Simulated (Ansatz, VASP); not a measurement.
**TiSe in two plane-wave programs**

One calculation is typed for both programs; each brings its own data sets. How far apart do they land? The two relaxations start from unlike cells of this crystal (the structure described is Ansatz's start), so only their ends are compared.

Calculated with Ansatz 0.2.0; plane waves, with VASP 6.6.1 beside it; relaxation of cell and atoms at PBEsol with D3(BJ).

## Step 1: Set-up

The structure is hexagonal, space group P6_3/mmc (No. 194). Conventional cell: a = 3.559 Å, b = 3.559 Å, c = 6.220 Å, α = 90.00°, β = 90.00°, γ = 120.00°. Ti has 6 Se at 2.58 Å nearest. Se has 6 Ti at 2.58 Å nearest. Farther neighbours and most contacts between anions are not listed.

Structure file:

```xyz
4
Lattice="3.5590 0.0000 0.0000 -1.7795 3.0822 0.0000 0.0000 0.0000 6.2200" Properties=species:S:1:pos:R:3 pbc="T T T"
Ti    0.0000    0.0000    0.0000
Ti    0.0000    0.0000    3.1100
Se    0.0000    2.0548    1.5550
Se    1.7795    1.0274    4.6650
```

## Step 2: VASP: relaxation of cell and atoms, PBEsol with D3(BJ)

The relaxed volume is the usual yardstick between codes: in a stiff, nearly cubic crystal its relative difference is about their pressure difference at one cell divided by the bulk modulus.

Lines of VASP's logs that name or quote its potential files are left out, and so is its time.

The input, INCAR:

```
SYSTEM = TiSe
PREC = Accurate
ENCUT = 500
EDIFF = 1E-07
NELM = 120
ISMEAR = 0
SIGMA = 0.1
LREAL = .FALSE.
ALGO = Normal
GGA = PS
IVDW = 12
NBANDS = 24
LASPH = .TRUE.
LORBIT = 11
LWAVE = .FALSE.
LCHARG = .FALSE.
ISIF = 3
IBRION = 2
NSW = 80
EDIFFG = -0.005
GGA_COMPAT = .FALSE.
NELMIN = 4
```

The input, POSCAR:

```
TiSe
1.0
    3.3006866570      0.0000000000      0.0000000000
   -1.6503433285      2.8584781735      0.0000000000
    0.0000000000      0.0000000000      6.7093622102
Ti Se
2 2
Direct
    0.0000000000      0.0000000000      0.0000000000
    0.0000000000      0.0000000000      0.5000000000
    0.3333333333      0.6666666667      0.2500000000
    0.6666666667      0.3333333333      0.7500000000
```

The input, KPOINTS:

```
Automatic mesh
0
Gamma
12 12 6
0 0 0
```

The projector-augmented-wave data sets are Ti_sv and Se (PBE family, release 64).

The run is started by

```
$ mpirun -np 1 vasp_std
```

Numbers of over 12 decimals in the logs are rounded to 6 here.

Output:

```text
[banner, memory and clock lines left out]
running    1 mpi-ranks, on    1 nodes
 distrk:  each k-point on    1 cores,    1 groups
 distr:  one band on    1 cores,    1 groups

 POSCAR found type information on POSCAR TiSe
 POSCAR found :  2 types and       4 ions
|                                                                             |
|               ----> ADVICE to this user running VASP <----                  |
|                                                                             |
|     You enforced a specific xc type in the INCAR file but a different       |
|     [... a line on the potential file left out ...]
|     I HOPE YOU KNOW WHAT YOU ARE DOING!                                     |
|                                                                             |

 LDA part: xc-table for (Slater+PW92), standard interpolation
 POSCAR, INCAR and KPOINTS ok, starting setup
 FFT: planning ... GRIDC
 FFT: planning ... GRID_SOFT
 FFT: planning ... GRID
 WAVECAR not read
 entering main loop
       N       E                     dE             d eps       ncg     rms          rms(c)
DAV:   1     0.392401667938E+03    0.39240E+03   -0.17399E+04  3648   0.163E+03
DAV:   2     0.125086420950E+02   -0.37989E+03   -0.37250E+03  3720   0.472E+02
DAV:   3    -0.295362402748E+02   -0.42045E+02   -0.41475E+02  6232   0.139E+02
DAV:   4    -0.319495449812E+02   -0.24133E+01   -0.24071E+01  5112   0.287E+01
DAV:   5    -0.320624111298E+02   -0.11287E+00   -0.11286E+00  5160   0.517E+00    0.168E+01
DAV:   6    -0.292235857460E+02    0.28388E+01   -0.20082E+01  4712   0.383E+01    0.473E+00
DAV:   7    -0.291601565223E+02    0.63429E-01   -0.14209E+00  4960   0.104E+01    0.348E+00
DAV:   8    -0.291427260122E+02    0.17431E-01   -0.14872E-01  4800   0.275E+00    0.558E-01
DAV:   9    -0.291418255218E+02    0.90049E-03   -0.22085E-02  4960   0.131E+00    0.292E-01
DAV:  10    -0.291423639827E+02   -0.53846E-03   -0.15905E-03  4688   0.351E-01    0.556E-02
DAV:  11    -0.291423319124E+02    0.32070E-04   -0.43193E-04  5424   0.182E-01    0.369E-02
DAV:  12    -0.291423277024E+02    0.42100E-05   -0.39230E-05  4664   0.511E-02    0.108E-02
DAV:  13    -0.291423271073E+02    0.59511E-06   -0.14272E-06  4704   0.117E-02    0.488E-03
DAV:  14    -0.291423272495E+02   -0.14229E-06   -0.34182E-07  4144   0.529E-03    0.751E-04
DAV:  15    -0.291423273528E+02   -0.10322E-06   -0.67219E-08  2624   0.227E-03    0.431E-04
DAV:  16    -0.291423273442E+02    0.85615E-08   -0.13298E-08  2520   0.101E-03
   1 F= -.31394981E+02 E0= -.31389659E+02  d E =-.313950E+02
 curvature:   0.00 expect dE= 0.000E+00 dE for cont linesearch  0.000E+00
 trial: gam= 0.00000 g(F)=  0.154E-45 g(S)=  0.704E-05 ort = 0.000E+00 (trialstep = 0.100E+01)
 search vector abs. value=  0.704E-05
 bond charge predicted
       N       E                     dE             d eps       ncg     rms          rms(c)
DAV:   1    -0.291428133425E+02   -0.48599E-03   -0.88352E-04  4256   0.364E-01    0.381E-02
DAV:   2    -0.291428001326E+02    0.13210E-04   -0.10701E-04  4160   0.993E-02    0.162E-02
DAV:   3    -0.291427953188E+02    0.48139E-05   -0.10880E-05  5720   0.213E-02    0.535E-03
DAV:   4    -0.291427949109E+02    0.40790E-06   -0.32622E-06  5896   0.118E-02    0.306E-03
DAV:   5    -0.291427948403E+02    0.70606E-07   -0.13172E-07  3144   0.329E-03
   2 F= -.31394984E+02 E0= -.31389671E+02  d E =-.290176E-05
 trial-energy change:   -0.000003  1 .order   -0.000004   -0.000007   -0.000001
 step:   1.1267(harm=  1.1267)  dis= 0.00000  next Energy=   -31.394985 (dE=-0.397E-05)
 reached required accuracy - stopping structural energy minimisation
```

Parts of OUTCAR (step 2):

```text
ion  position               nearest neighbor table
   1  0.000  0.000  0.000-   3 2.54   4 2.54   4 2.54   3 2.54   4 2.54   3 2.54
   2  0.000  0.000  0.500-   3 2.54   4 2.54   4 2.54   3 2.54   4 2.54   3 2.54
   3  0.333  0.667  0.250-   1 2.54   2 2.54   1 2.54   2 2.54   1 2.54   2 2.54
   4  0.667  0.333  0.750-   1 2.54   2 2.54   1 2.54   2 2.54   1 2.54   2 2.54

  LATTYP: Found a hexagonal cell.
 ALAT       =     3.3006866570
 C/A-ratio  =     2.0327171002

 Subroutine GETGRP returns: Found 24 space group operations
 (whereof 12 operations were pure point group operations)

The static configuration has the point symmetry D_3d.
 The point group associated with its full space group is D_6h.

 Found     76 irreducible k-points:

   k-points           NKPTS =     76   k-points in BZ     NKDIM =     76   number of bands    NBANDS=     24

   dimension x,y,z NGX =    24 NGY =   24 NGZ =   50
   dimension x,y,z NGXF=    48 NGYF=   48 NGZF=  100

   ENCUT  =  500.0 eV  36.75 Ry    6.06 a.u.   6.02  6.02 12.23*2*pi/ulx,y,z

   NELECT =      36.0000    total number of electrons

 k-points in reciprocal lattice and weights: Automatic mesh
   0.00000000  0.00000000  0.00000000       0.001
   0.08333333  0.00000000  0.00000000       0.007
   0.16666667 -0.00000000  0.00000000       0.007
   0.25000000  0.00000000  0.00000000       0.007
   0.33333333  0.00000000  0.00000000       0.007
   0.41666667  0.00000000  0.00000000       0.007
   0.50000000  0.00000000  0.00000000       0.003
   0.08333333  0.08333333  0.00000000       0.007
   0.16666667  0.08333333  0.00000000       0.014
[...]
0.33333333  0.25000000  0.50000000       0.014
   0.33333333  0.33333333  0.50000000       0.002

 Edisp (eV)   -2.25265

 average (electrostatic) potential at core
       1 -71.5301       2 -71.5301       3 -49.8914       4 -49.8914

 E-fermi :   9.4086

 k-point     1 :       0.0000    0.0000    0.0000
  band No.  band energies     occupation
    ...
     15       7.1466      2.00000
     16       8.7947      2.00000
     17       8.7947      2.00000
     18       9.2010      1.99668
     19       9.2010      1.99668
     20       9.4703      0.38315
     21       9.4703      0.38315
     22      10.5880      0.00000
     23      10.5880      0.00000
     24      10.7737      0.00000

 k-point     2 :       0.0833    0.0000    0.0000
  band No.  band energies     occupation
    ...
     15       7.1028      2.00000
     16       7.9449      2.00000
     17       8.2759      2.00000
     18       9.2941      1.89447
     19       9.3237      1.77010
     20       9.7673      0.00000
     21       9.9961      0.00000
     22      10.5654      0.00000
     23      10.6584      0.00000
     24      10.8052      0.00000

 k-point     3 :       0.1667   -0.0000    0.0000
  band No.  band energies     occupation
    ...
     14       6.0490      2.00000
     15       6.1292      2.00000
     16       7.5891      2.00000
     17       7.6539      2.00000
     18       9.3727      1.38869
     19       9.5535      0.04048
     20       9.9570      0.00000
     21      10.5164      0.00000
     22      10.6106      0.00000
     23      10.8641      0.00000
    ...

 Edisp (eV)   -2.25219

  Total      -0.00743    -0.00743     0.00062     0.00000     0.00000    -0.00000
  in kB      -0.18800    -0.18800     0.01581     0.00000     0.00000    -0.00000
  external pressure =       -0.12 kB  Pullay stress =        0.00 kB

  energy-cutoff  :      500.00
  volume of cell :       63.32
      direct lattice vectors                 reciprocal lattice vectors
     3.300550458  0.000000000 -0.000000000     0.302979764  0.174925468  0.000000000
    -1.650275229  2.858360222  0.000000000     0.000000000  0.349850936  0.000000000
     0.000000000 -0.000000000  6.711277521     0.000000000  0.000000000  0.149002928

 POSITION                                       TOTAL-FORCE (eV/Angst)
 -----------------------------------------------------------------------------------
      0.00000     -0.00000      6.71128         0.000000     -0.000000      0.000000
      0.00000     -0.00000      3.35564         0.000000      0.000000      0.000000
     -0.00000      1.90557      1.67782         0.000000     -0.000000      0.000000
      1.65028      0.95279      5.03346        -0.000000      0.000000     -0.000000
 -----------------------------------------------------------------------------------
    total drift:                               -0.000000      0.000000      0.000000

  FREE ENERGIE OF THE ION-ELECTRON SYSTEM (eV)
  ---------------------------------------------------
  free  energy   TOTEN  =       -31.3949836637 eV

  energy  without entropy=      -31.3843575151  energy(sigma->0) =      -31.38967059

 reached required accuracy - stopping structural energy minimisation

 total charge
# of ion       s       p       d       tot
------------------------------------------
    1        2.155   6.135   2.072  10.362
    2        2.155   6.135   2.072  10.362
    3        1.435   2.478   0.097   4.010
    4        1.435   2.478   0.097   4.010
--------------------------------------------------
tot          7.179  17.226   4.338  28.743

[... 3 further parts left out ...]
```

## Step 3: Ansatz: relaxation of cell and atoms, PBEsol with D3(BJ)

Ansatz runs on its default PAW (the set named soft_2) files.

Its own start cell and the same functional, mesh and smearing now go to Ansatz, which takes its cutoff from its data sets.

The input, input.yaml:

```yaml
crystal:
  lattice:
    - [3.559, 0.0, 0.0]
    - [-1.7795, 3.0821844121, 0.0]
    - [0.0, 0.0, 6.22]
  atoms:
    - { symbol: Ti, position: [0.0, 0.0, 0.0] }
    - { symbol: Ti, position: [0.0, 0.0, 0.5] }
    - { symbol: Se, position: [0.3333333333, 0.6666666667, 0.25] }
    - { symbol: Se, position: [0.6666666667, 0.3333333333, 0.75] }
kpoints:
  mp_grid: { grid: [12, 12, 6] }
hamiltonian:
  xc: pbesol
  dispersion: d3bj
scf:
  occupations: { method: gaussian, width: 0.1 }
output:
  forces: true
  stress: true
  eigenvalues: true
relax:
  adjacent_minimum: "off"
  f_tol: 0.005
  max_steps: 60
  cell: { stress_tol: 0.03 }
```

The run is started by

```
$ ansatz run input.yaml --threads 4 --pin off --max-ram 8192MiB --backend cpu --events-out ev --progress --plain --runs-dir out
```

Output:

```text
Engine: ansatz 0.2.0, aarch64-unknown-linux-gnu
Pseudopotentials: kind: paw
Pseudopotential: Ti, paw, valence charge 12, recommended cutoff 420 eV (normal), Ti.paw.azcp
Pseudopotential: Se, paw, valence charge 16, recommended cutoff 420 eV (normal), Se.paw.azcp
Functional definition: PBEsol
  exchange = pbesol_x
  correlation = pbesol_c
Crystal: 4 atoms, lattice volume = 68.230 Å³
Basis set: ecut = 420 eV, 1299 PW (Γ), exchange–correlation on 48×48×90 points (8 copies of the dense FFT grid, shifted against one another)
Bands: 34, of which v1, the nominal top of the filled ones, is band 28 counted from 1 (27 counted from 0)
Symmetry: 24 space group operations
Space group: P63/mmc (ITA 194), of the structure as read, at distance tolerance 4.1e-5 Å
k-points: 76 of 864
Non-local potential: Ti, projectors of the file, l = 0: 3, l = 1: 2, l = 2: 3, l = 3: 1
Non-local potential: Se, projectors of the file, l = 0: 2, l = 1: 2, l = 2: 3, l = 3: 1
PAW form: soft (Blöchl's): semilocal exchange-correlation on the pseudo side does not see the compensation charge
PAW frozen core: Ti, regenerated for the run's functional, and the local potential with it (the file was generated under x = pbe(κ = 0.804, μ = 0.219515), c = pbe(β = 0.066725))
PAW frozen core: Se, regenerated for the run's functional, and the local potential with it (the file was generated under x = pbe(κ = 0.804, μ = 0.219515), c = pbe(β = 0.066725))
PAW one-centre angular grid: Ti, 590 points (default); XC on 64 Gauss nodes
PAW one-centre angular grid: Se, 590 points (default); XC on 64 Gauss nodes
Initial density: superposition of atomic densities (neutral atoms: chi_scale 0, normalization atom), corrected by the library's trained network
Initial wavefunctions: pseudopotential atomic-orbital guess
Functional: x = pbesol(κ = 0.804, μ = 0.123457), c = pbesol(β = 0.046)
SCF iter   1: F=—  HF=-15802.872486 eV  |F-HF|=—  |Δ(HF+E_count)|=         —  Δρ=6.18e-3  dr2=2.28e-2  ethr=1.77e-3  ⟨swp⟩=5.3  Hψ=9589  notcnv=0
preconditioner: auto → Kerker (q_TF=auto, 2.640 Å⁻¹)  [metal: Δε(μ)=0.007 eV  Ē_g=7.316 eV  σ=0.100 eV  W_gap=0.04  n_scr=22 (ndim 8)  ℏωp=20.1 eV  f_vac=0.000  D(μ)=3.77/eV (n_scr^D=36)]
SCF iter   2: F=—  HF=-15802.866190 eV  |F-HF|=—  |Δ(HF+E_count)|=   6.30e-3  Δρ=2.60e-3  dr2=4.12e-3  ethr=4.08e-5  ⟨swp⟩=2.6  Hψ=4951  notcnv=0  defer=72
SCF iter   3: F=—  HF=-15802.865314 eV  |F-HF|=—  |Δ(HF+E_count)|=   8.76e-4  Δρ=8.12e-4  dr2=4.98e-4  ethr=7.36e-6  ⟨swp⟩=2.2  Hψ=3464  notcnv=0  defer=72
SCF iter   4: F=—  HF=-15802.865226 eV  |F-HF|=—  |Δ(HF+E_count)|=   8.75e-5  Δρ=1.79e-4  dr2=2.58e-5  ethr=8.90e-7  ⟨swp⟩=2.0  Hψ=3278  notcnv=0  defer=72
SCF iter   5: F=—  HF=-15802.865247 eV  |F-HF|=—  |Δ(HF+E_count)|=   2.08e-5  Δρ=6.42e-5  dr2=4.07e-6  ethr=4.62e-8  ⟨swp⟩=2.0  Hψ=4494  notcnv=0  defer=72
SCF iter   6: F=—  HF=-15802.865244 eV  |F-HF|=—  |Δ(HF+E_count)|=   3.13e-6  Δρ=3.19e-5  dr2=8.57e-7  ethr=7.26e-9  ⟨swp⟩=2.0  Hψ=4488  notcnv=0  defer=72
SCF iter   7: F=-15802.865244 eV  HF=-15802.865244 eV  |F-HF|=2.81e-8  |Δ(HF+E_count)|=   9.04e-8  Δρ=9.01e-6  dr2=7.77e-8  ethr=1.79e-10  ⟨swp⟩=5.5  Hψ=10570  notcnv=0
SCF 1 converged in 7 iterations: F = -15802.865244 eV  dr2 = 7.77e-8
  greatest PAW one-centre occupation: 1.000 electrons in one spin orbital (limit 2), on the Se atom at site 3 (counted from 0), in its partial waves of l = 2
relax step   1: F+E_penalty+E_count = -15802.86524373 eV  Δ(F+E_penalty+E_count) = +0.000e0 eV  max|allowed force component| = 1.966e-17 eV/Å  Δτ_max = 0.0000 Å  P = -5.688 GPa  Ω = 68.230 Å³  (7 SCF iters, dr2 threshold 1.00e-7 eV, accepted)
[...]
relax step   7: F+E_penalty+E_count = -15803.24735477 eV  Δ(F+E_penalty+E_count) = -8.181e-6 eV  max|allowed force component| = 7.112e-17 eV/Å  Δτ_max = 0.0000 Å  P = +0.003 GPa  Ω = 63.153 Å³  energy of the carried Pulay correction = -2.027e-6 eV  (6 SCF iters, dr2 threshold 3.40e-8 eV, accepted)
[...]
relax step   8: F+E_penalty+E_count = -15803.24735554 eV  Δ(F+E_penalty+E_count) = -7.707e-7 eV  max|allowed force component| = 7.112e-17 eV/Å  Δτ_max = 0.0000 Å  P = +0.004 GPa  Ω = 63.153 Å³  stress off target by 7.84e-3 GPa  SCF on the basis re-selected at this cell (its energy is not comparable with the rows above)  (8 SCF iters)
basis re-selected at this cell: Δ(F+E_penalty+E_count) = -7.707e-7 eV, ΔP = +0.000 GPa vs the last step (what re-selecting the basis moved, of the pressure what is left beyond the Pulay correction that the steps carried, after the strain that the cell walked since its last selection, with what the two solves' SCF thresholds leave and, on support functions, any second-order correction that the steps lacked; it is no m [...]
SCF converged after 8 iterations
Free energy (F): -15803.247356 eV
Harris-Foulkes:  -15803.247356 eV  (|F-HF|=3.64e-12)
Internal energy: -15803.236823 eV  (E = F + TS)
E sigma→0 (E₀):  -15803.242089 eV
Entropy (-TS):   -0.010532 eV (-2.633 meV/atom)
Fermi energy:    15.800586 eV
--- Per-component energies (eV) ---
  E_band       = -840.224152
  E_kinetic    = 795.640164
  E_local      = -5418.913094  (includes V_loc(G=0)·N_el)
  E_nonlocal   = -1164.505761
  E_hartree    = 2651.800023
  E_xc         = -406.790830
  E_vxc        = -448.303766  (∫ρ·V_xc dr)
  E_paw        = -5782.533023  (= ΣΔE_a)
  E_vpaw       = 92.259184  (= ΣTr[D̂ρ^β])
  E_aug_tail   = -0.000928  (compensation charges beyond the density's cutoff)
  E_ewald      = -6477.970286
  E_disp       = -2.258759  (pairwise vdW)
  E_core_change = 2.295669  (= ΣΔE_core)
  E_smearing   = -0.010532  (= −TS)
  E_closure    = 0.000000  (closes the sum)
  Σ components = -15803.247356   (vs F -15803.247356, Δ=0.00e0)
--- Forces (eV/Å), atoms counted from 1 ---
  atom   1  Ti     0.00000000     0.00000000     0.00000000
  atom   2  Ti     0.00000000    -0.00000000    -0.00000000
  atom   3  Se     0.00000000    -0.00000000     0.00000000
  atom   4  Se    -0.00000000     0.00000000     0.00000000
  max |Σ_I F_I| component: 2.31e-18 eV/Å
--- Stress (GPa, compression-positive) ---
        0.001389       0.000000       0.000000
        0.000000       0.001389       0.000000
        0.000000       0.000000       0.007842
  P = ⅓ Tr σ = 0.0035 GPa (0.035 kbar)
--- Band table (eV; the first three rows and the last of 76) ---
  k-point 0: bands = [... 24 lower, 13.5281, 15.1800, 15.1800, 15.5934, 15.5934, 15.8639, 15.8639, 16.9878, ... 2 higher]
  k-point 1: bands = [... 24 lower, 14.1504, 14.5749, 14.5749, 15.9124, 15.9124, 16.1655, 16.1655, 16.9315, ... 2 higher]
  k-point 2: bands = [... 24 lower, 13.8965, 13.8965, 14.9388, 16.0481, 16.0481, 16.3655, 16.3914, 16.3914, ... 2 higher]
  k-point 75: bands = [... 24 lower, 10.8087, 10.8087, 15.2317, 15.2317, 17.3433, 17.3433, 17.4363, 17.4363, ... 2 higher]
--- Relaxed structure (6 steps of the walk, 6 accepted, 2 SCFs on fresh bases) ---
  F+E_penalty+E_count = -15803.24735554 eV   max|allowed force component| = 7.112e-17 eV/Å   (the final SCF, on the basis selected at the relaxed cell)
  cell:  # Å, volume = 63.1526 Å³
    - [3.297336, 0, 0.0]
    - [-1.648668, 2.855577, 0.0]
    - [0.0, 0.0, 6.707089]
  atoms:
    - { symbol: Ti, position: [0, 0, 0] }
    - { symbol: Ti, position: [0, 0, 0.500000] }
    - { symbol: Se, position: [0.333333, 0.666667, 0.250000] }
    - { symbol: Se, position: [0.666667, 0.333333, 0.75] }
```

## Step 4: Side by side

Known differences besides the potentials themselves: the data sets hold 56 valence electrons in Ansatz (on its default PAW (the set named soft_2) files) and 36 in VASP; the cutoff is 420 eV in Ansatz and 500 eV in VASP; Ansatz makes its cores anew for this functional, VASP keeps those of its PBE data sets; Ansatz adds a Pulay correction to the stress that steers its cell, VASP none. Total energies have different zeros and are not compared.

The two programs side by side:

```
                                         quantity  Ansatz   VASP  difference
                                      volume (Å³)   63.15  63.32     -0.26 %
edge a after relaxation, in the typed setting (Å)   3.297  3.301     -0.10 %
edge c after relaxation, in the typed setting (Å)   6.707  6.711     -0.06 %
```

## Step 5: Results

* difference in volume (relaxation of cell and atoms, PBEsol with D3(BJ)): -0.26 %

What this shows: The difference in volume is -0.26 % (relaxation of cell and atoms, PBEsol with D3(BJ)), within the 1.2 % picked in this series as the mark of a large difference, as far as the stopping tolerances let one tell. The data sets hold unlike numbers of valence electrons (56 in Ansatz and 36 in VASP), so part of the differences comes from the potentials. Such differences can come from data sets, numerical settings and the points named under the comparisons, not from the functional's error against experiment.

[Lines on the potential files, build, host, timing and source positions are cut from VASP's logs without a mark.]

[Logs are printed without paths, hosts, clocks, repeated set-up lines and the standing remarks that a program may print on its own settings, such as how far it seeks lower states.]

[Hosts, paths, dates, database ids (printed as entryN), source tags and the programs' standing remarks are cut or masked in the printed files.]
